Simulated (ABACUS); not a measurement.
# Co (P6_3/mmc) in ABACUS: a series of runs

The runs below take Co through equation of state, with PBE.

Program: ABACUS 3.10.1. These are calculated values, not measurements. Logs are shortened: lines on timing, memory, paths and dates and some standing lists are left out, and cuts for length are marked.

### 1 The structure

The structure is hexagonal, space group P6_3/mmc (No. 194). The conventional cell has a = 2.472 Å, b = 2.472 Å, c = 4.021 Å, α = 90.00°, β = 90.00°, γ = 120.00°. Around Co (site symmetry -6m2) lie 12 Co at 2.47 Å.

### 2 Equation of state, PBE, collinear spin, ferromagnetic start, 10.00 Å³/atom (volume scaled by 0.94)

INPUT

```
INPUT_PARAMETERS
suffix              Co
calculation         scf
basis_type          lcao
pseudo_dir          ./
orbital_dir         ./
symmetry            1
dft_functional      pbe
ecutwfc             100
pseudo_rcut         10
nspin               2
nbands              23
ks_solver           genelpa
smearing_method     fd
smearing_sigma      0.00367493
scf_thr             1e-07
scf_nmax            100
mixing_type         broyden
mixing_beta         0.4
cal_force           1
cal_stress          1
out_mul             1
```

STRU

```
ATOMIC_SPECIES
Co 58.9332 Co.upf

NUMERICAL_ORBITAL
Co_confined-atom_7au_3s2p2d1f.orb

LATTICE_CONSTANT
1.8897261246

LATTICE_VECTORS
2.4215367659 0.0000000000 0.0000000000
-1.2107683830 2.0971123555 0.0000000000
0.0000000000 0.0000000000 3.9390568819

ATOMIC_POSITIONS
Direct

Co
0.0
2
0.6666666667 0.3333333333 0.7500000000 1 1 1 mag 2
0.3333333333 0.6666666667 0.2500000000 1 1 1 mag 2
```

KPT

```
K_POINTS
0
Gamma
12 12 7 0 0 0
```

Potentials or basis: PseudoDojo NC SR 0.4.1 PBE standard, DZP LCAO (the cutoffs set its grid).

Started as:

```sh
$ OMP_NUM_THREADS=1 mpirun -np 4 abacus > log
```

running log:

```text
ABACUS v3.10.1

               Atomic-orbital Based Ab-initio Computation at UStc

 ------------------------------------------------------------------------------------

 READING GENERAL INFORMATION
                           global_out_dir = OUT.Co/
                           global_in_card = INPUT
                               pseudo_dir = ./
                              orbital_dir = ./
                                    DSIZE = 4
                                    GSIZE = 1

 READING UNITCELL INFORMATION
                                    ntype = 1
                  lattice constant (Bohr) = 1.88973
              lattice constant (Angstrom) = 1

 READING ATOM TYPE 1
                               atom label = Co
                      L=0, number of zeta = 3
                      L=1, number of zeta = 2
                      L=2, number of zeta = 2
                      L=3, number of zeta = 1
             number of atom for this type = 2
               magnetization of element 1 = 2

                        TOTAL ATOM NUMBER = 2
DIRECT COORDINATES
    atom                   x                   y                   z     mag                  vx                  vy                  vz
taud_Co1            0.6666666667        0.3333333333        0.7500000000  2.0000        0.0000000000        0.0000000000        0.0000000000
taud_Co2            0.3333333333        0.6666666667        0.2500000000  2.0000        0.0000000000        0.0000000000        0.0000000000

                          Volume (Bohr^3) = 134.99
                             Volume (A^3) = 20.0034

 Lattice vectors: (Cartesian coordinate: in unit of a_0)
             +2.42154                  +0                  +0
             -1.21077            +2.09711                  +0
                   +0                  +0            +3.93906
 Reciprocal vectors: (Cartesian coordinate: in unit of 2 pi/a_0)
            +0.412961           +0.238423                  -0
                   -0           +0.476846                  -0
                   +0                  -0           +0.253868
 The esolver type has been set to : ksdft_lcao

                PAO radial cut off (Bohr) = 10

 Read in pseudopotential file is Co.upf
                     pseudopotential type = NC
          exchange-correlation functional = PBE
                 nonlocal core correction = 1
                        valence electrons = 17
                                     lmax = 2
                           number of zeta = 4
                     number of projectors = 6
                           L of projector = 0
[... 188 lines left out ...]

 SETUP SEARCHING RADIUS FOR PROGRAM TO SEARCH ADJACENT ATOMS
                  longest orb rcut (Bohr) = 7
   longest nonlocal projector rcut (Bohr) = 1.7
                     search radius (Bohr) = 17.4
              searching radius is (Bohr)) = 17.4
         searching radius unit is (Bohr)) = 1.89
                         PeriodicBoundary = 1
                        Radius(unit:lat0) = 9.21
                                   glayer = [ 6, 6, 4 ]
                             glayer_minus = [ 5, 5, 3 ]

Find the coordinate range of the input atom(unit:lat0).
                                  min_tau = [ -18.2, -9.79, -10.8 ]
                                  max_tau = [ 19.4, 11.9, 14.8 ]
                                BoxNumber = [ 11, 11, 7 ]

 SETUP EXTENDED REAL SPACE GRID FOR GRID INTEGRATION
                          real space grid = [ 30, 30, 48 ]
                 big cell numbers in grid = [ 6, 6, 12 ]
             meshcell numbers in big cell = [ 5, 5, 4 ]
                        extended fft grid = [ 11, 11, 12 ]
                dimension of extened grid = [ 29, 29, 37 ]
                            UnitCellTotal = 100
              Atom number in sub-FFT-grid = 2
    Local orbitals number in sub-FFT-grid = 52
                                ParaV.nnr = 76726
                                 init_chg = atomic

 LCAO ALGORITHM --------------- ION=   1  ELEC=   1--------------------------------
          total magnetism (Bohr mag/cell) = 3.14506
       absolute magnetism (Bohr mag/cell) = 3.22218
                        nelec for spin up = 18.5725
                      nelec for spin down = 15.4275
[... 166 lines left out ...]
 Density error is 6.47995886647e-08
----------------------------------------------------------
     Energy           Rydberg                 eV
----------------------------------------------------------
 E_KohnSham     -612.1329143581      -8328.4955686168
 E_KS(sigma->0) -612.1323617260      -8328.4880496705
 E_Harris       -612.1329141601      -8328.4955659221
 E_band         -30.1029642220       -409.5718401090
 E_one_elec     -233.8606450436      -3181.8373105479
 E_Hartree      144.0092676072       1959.3466042649
 E_xc           -112.2733507996      -1527.5573044267
 E_Ewald        -410.0070808579      -5578.4325200145
 E_entropy(-TS) -0.0011052643        -0.0150378925
 E_descf        0.0000000000         0.0000000000
 E_exx          0.0000000000         0.0000000000
 E_Fermi        1.5539812272         21.1429992743
----------------------------------------------------------

 charge density convergence is achieved
 final etot is -8328.4955686 eV
 EFERMI = 21.142999274 eV

 STATE ENERGY(eV) AND OCCUPATIONS    NSPIN == 2
SPIN UP :
 1/76 kpoint (Cartesian) = 0.0000 0.0000 0.0000 (577 pws)
       1       -74.8662    0.000992063
       2       -74.7866    0.000992063
       3       -38.3774    0.000992063
       4       -37.9987    0.000992063
       5       -37.9987    0.000992063
       6       -37.9434    0.000992063
[... 140 lines left out ...]
      22        31.5005        0.00000
      23        36.1744        0.00000

[... levels at 146 further k points ...]

-------------------------------------------------
 Total Magnetism (uB)
-------------------------------------------------
                        Co1         1.5401084828
                        Co2         1.5401084828
-------------------------------------------------

 correction force for each atom along direction 1 is 1.81693e-14
 correction force for each atom along direction 2 is 2.82864e-14
 correction force for each atom along direction 3 is 8.14140e-14
------------------------------------------------------------------------------------------
 TOTAL-FORCE (eV/Angstrom)
------------------------------------------------------------------------------------------
                       Co1         0.0000000000         0.0000000000         0.0000000000
                       Co2         0.0000000000         0.0000000000         0.0000000000
------------------------------------------------------------------------------------------

----------------------------------------------------------------
 TOTAL-STRESS (KBAR)
----------------------------------------------------------------
       227.2937650329         0.0000000054         0.0000000000
         0.0000000054       227.2937650258         0.0000000000
         0.0000000000        -0.0000000000       197.0223611927
----------------------------------------------------------------
 TOTAL-PRESSURE: 217.203297 KBAR

 --------------------------------------------
 !FINAL_ETOT_IS -8328.4955686167540989 eV
 --------------------------------------------
```

mulliken.txt:

```text
 0
CALCULATE THE MULLIkEN ANALYSIS FOR EACH ATOM
 Total charge of spin 1:	18.54
 Total charge of spin 2:	15.46
 Total charge:	34
Decomposed Mulliken populations
[... 82 lines left out ...]
f3yx^2-y^3                             0              0.0050              0.0064              0.0114             -0.0015
SUM OVER M                                            0.0321              0.0354              0.0675             -0.0033
SUM OVER M+Zeta                                       0.0321              0.0354              0.0675             -0.0033

SUM OVER M+Zeta+L                                     9.2701              7.7299             17.0000              1.5401

Total Charge on atom:                 Co             17.0000
Total Magnetism on atom:              Co              1.5401
```

Wall time 21 s (4 MPI ranks of Intel Xeon at 2.80GHz (Skylake/Cascade Lake), shared host); peak memory 0.48 GiB.

What came out:

| Quantity | Value |
| --- | --- |
| Free energy | -8328.4956 eV |
| Pressure | 21.7 GPa |
| Band gap on the k mesh | none (metal or under the smearing width) |
| Net moment | 3.08 μB per cell |
| Absolute moment | 3.36 μB per cell |
| Site moments | Co +1.54 μB |

Caveat: the atomic orbitals were generated for these runs and aren't a published set; the basis of atomic orbitals isn't converged, which shifts pressures, moduli and gaps.

### 3 Equation of state, PBE, collinear spin, ferromagnetic start, 10.21 Å³/atom (volume scaled by 0.96)

INPUT is that of step 2.

Changes to STRU since step 2:

```diff
@@ -10,5 +10,5 @@
 LATTICE_VECTORS
-2.4215367659 0.0000000000 0.0000000000
--1.2107683830 2.0971123555 0.0000000000
-0.0000000000 0.0000000000 3.9390568819
+2.4385904036 0.0000000000 0.0000000000
+-1.2192952018 2.1118812389 0.0000000000
+0.0000000000 0.0000000000 3.9667976331
```

KPT is that of step 2.

Potentials or basis: PseudoDojo NC SR 0.4.1 PBE standard, DZP LCAO (the cutoffs set its grid).

Started as:

```sh
$ OMP_NUM_THREADS=1 mpirun -np 4 abacus > log
```

It took 23 s on 4 MPI ranks of Intel Xeon at 2.80GHz (Skylake/Cascade Lake), shared host; peak memory 0.48 GiB.

The run converged. Its results:

```yaml
Free_energy: -8328.5448 eV
Pressure: 15.8 GPa
Band_gap_on_the_k_mesh: none (metal or under the smearing width)
Net_moment: 3.14 μB per cell
Absolute_moment: 3.43 μB per cell
Site_moments: Co +1.57 μB
```

Caveat: the atomic orbitals were generated for these runs and aren't a published set; the basis of atomic orbitals isn't converged, which shifts pressures, moduli and gaps.

### 4 Equation of state, PBE, collinear spin, ferromagnetic start, 10.43 Å³/atom (volume scaled by 0.98)

INPUT is that of step 3.

Changes to STRU since step 3:

```diff
@@ -10,5 +10,5 @@
 LATTICE_VECTORS
-2.4385904036 0.0000000000 0.0000000000
--1.2192952018 2.1118812389 0.0000000000
-0.0000000000 0.0000000000 3.9667976331
+2.4554087999 0.0000000000 0.0000000000
+-1.2277044000 2.1264463974 0.0000000000
+0.0000000000 0.0000000000 3.9941557227
```

KPT is that of step 3.

Started as:

```sh
$ OMP_NUM_THREADS=1 mpirun -np 4 abacus > log
```

Run time: 25 s. Hardware: 4 MPI ranks of Intel Xeon at 2.80GHz (Skylake/Cascade Lake), shared host; peak memory 0.48 GiB.

Results (log left out):

```yaml
Free_energy: -8328.5799 eV
Pressure: 10.4 GPa
Band_gap_on_the_k_mesh: none (metal or under the smearing width)
Net_moment: 3.20 μB per cell
Absolute_moment: 3.50 μB per cell
Site_moments: Co +1.60 μB
```

Caveat: the atomic orbitals were generated for these runs and aren't a published set; the basis of atomic orbitals isn't converged, which shifts pressures, moduli and gaps.

### 5 Equation of state, PBE, collinear spin, ferromagnetic start, 10.64 Å³/atom

INPUT is that of step 4.

Changes to STRU since step 4:

```diff
@@ -10,5 +10,5 @@
 LATTICE_VECTORS
-2.4554087999 0.0000000000 0.0000000000
--1.2277044000 2.1264463974 0.0000000000
-0.0000000000 0.0000000000 3.9941557227
+2.4719999032 0.0000000000 0.0000000000
+-1.2359999516 2.1408147143 0.0000000000
+0.0000000000 0.0000000000 4.0211440800
```

KPT is that of step 4.

Started as:

```sh
$ OMP_NUM_THREADS=1 mpirun -np 4 abacus > log
```

Wall time 26 s (4 MPI ranks of Intel Xeon at 2.80GHz (Skylake/Cascade Lake), shared host); peak memory 0.48 GiB.

It converged, with:

| Item | Value |
| --- | --- |
| Free energy | -8328.6006 eV |
| Pressure | 5.6 GPa |
| Band gap on the k mesh | none (metal or under the smearing width) |
| Net moment | 3.24 μB per cell |
| Absolute moment | 3.55 μB per cell |
| Site moments | Co +1.62 μB |

Caveat: the atomic orbitals were generated for these runs and aren't a published set; the basis of atomic orbitals isn't converged, which shifts pressures, moduli and gaps.

### 6 Equation of state, PBE, collinear spin, ferromagnetic start, 10.85 Å³/atom (volume scaled by 1.02)

INPUT is that of step 5.

Changes to STRU since step 5:

```diff
@@ -10,5 +10,5 @@
 LATTICE_VECTORS
-2.4719999032 0.0000000000 0.0000000000
--1.2359999516 2.1408147143 0.0000000000
-0.0000000000 0.0000000000 4.0211440800
+2.4883712406 0.0000000000 0.0000000000
+-1.2441856203 2.1549927084 0.0000000000
+0.0000000000 0.0000000000 4.0477749493
```

KPT is that of step 5.

Potentials or basis: PseudoDojo NC SR 0.4.1 PBE standard, DZP LCAO (the cutoffs set its grid).

Started as:

```sh
$ OMP_NUM_THREADS=1 mpirun -np 4 abacus > log
```

It took 25 s on 4 MPI ranks of Intel Xeon at 2.80GHz (Skylake/Cascade Lake), shared host; peak memory 0.48 GiB.

It converged, with:

- Free energy: -8328.6097 eV
- Pressure: 1.2 GPa
- Band gap on the k mesh: none (metal or under the smearing width)
- Net moment: 3.28 μB per cell
- Absolute moment: 3.60 μB per cell
- Site moments: Co +1.64 μB

Caveat: the atomic orbitals were generated for these runs and aren't a published set; the basis of atomic orbitals isn't converged, which shifts pressures, moduli and gaps.

### 7 Equation of state, PBE, collinear spin, ferromagnetic start, 11.07 Å³/atom (volume scaled by 1.04)

INPUT is that of step 6.

Changes to STRU since step 6:

```diff
@@ -10,5 +10,5 @@
 LATTICE_VECTORS
-2.4883712406 0.0000000000 0.0000000000
--1.2441856203 2.1549927084 0.0000000000
-0.0000000000 0.0000000000 4.0477749493
+2.5045299482 0.0000000000 0.0000000000
+-1.2522649741 2.1689865596 0.0000000000
+0.0000000000 0.0000000000 4.0740599388
```

KPT is that of step 6.

Started as:

```sh
$ OMP_NUM_THREADS=1 mpirun -np 4 abacus > log
```

Run time: 27 s. Hardware: 4 MPI ranks of Intel Xeon at 2.80GHz (Skylake/Cascade Lake), shared host; peak memory 0.48 GiB.

Results (log left out):

| Quantity | Value |
| --- | --- |
| Free energy | -8328.6074 eV |
| Pressure | -2.8 GPa |
| Band gap on the k mesh | none (metal or under the smearing width) |
| Net moment | 3.31 μB per cell |
| Absolute moment | 3.64 μB per cell |
| Site moments | Co +1.66 μB |

Caveat: the atomic orbitals were generated for these runs and aren't a published set; the basis of atomic orbitals isn't converged, which shifts pressures, moduli and gaps.

### 8 Equation of state, PBE, collinear spin, ferromagnetic start, 11.28 Å³/atom (volume scaled by 1.06)

INPUT is that of step 7.

Changes to STRU since step 7:

```diff
@@ -10,5 +10,5 @@
 LATTICE_VECTORS
-2.5045299482 0.0000000000 0.0000000000
--1.2522649741 2.1689865596 0.0000000000
-0.0000000000 0.0000000000 4.0740599388
+2.5204827983 0.0000000000 0.0000000000
+-1.2602413992 2.1828021331 0.0000000000
+0.0000000000 0.0000000000 4.1000100648
```

KPT is that of step 7.

Started as:

```sh
$ OMP_NUM_THREADS=1 mpirun -np 4 abacus > log
```

It took 24 s on 4 MPI ranks of Intel Xeon at 2.80GHz (Skylake/Cascade Lake), shared host; peak memory 0.48 GiB.

The run converged. Its results:

| Quantity | Value |
| --- | --- |
| Free energy | -8328.5954 eV |
| Pressure | -6.4 GPa |
| Band gap on the k mesh | none (metal or under the smearing width) |
| Net moment | 3.33 μB per cell |
| Absolute moment | 3.68 μB per cell |
| Site moments | Co +1.67 μB |

Caveat: the atomic orbitals were generated for these runs and aren't a published set; the basis of atomic orbitals isn't converged, which shifts pressures, moduli and gaps.

### 9 Equation of state, PBE, collinear spin, ferromagnetic start

Potentials or basis: PseudoDojo NC SR 0.4.1 PBE standard, DZP LCAO (the cutoffs set its grid).

This step only gathers the single runs of the series.

Results:

| Quantity | Value |
| --- | --- |
| Equilibrium volume | 10.92 Å³/atom |
| Bulk modulus at fixed shape and positions | 207 GPa |
| Pressure derivative of the bulk modulus | 4.1 (rough: it moves with the points fitted) |

Energy against volume, from the lowest point:
```tsv
volume (Å³/atom)	energy (meV/atom)
10.002	57.08
10.215	32.44
10.427	14.91
10.640	4.57
10.853	0.00
11.066	1.17
11.279	7.18
```

Caveat: the atomic orbitals were generated for these runs and aren't a published set; the cell was scaled at fixed shape and fractional positions, which overstates the stiffness of a crystal with free parameters, most of all of layers and chains; the basis of atomic orbitals isn't converged, which shifts pressures, moduli and gaps.
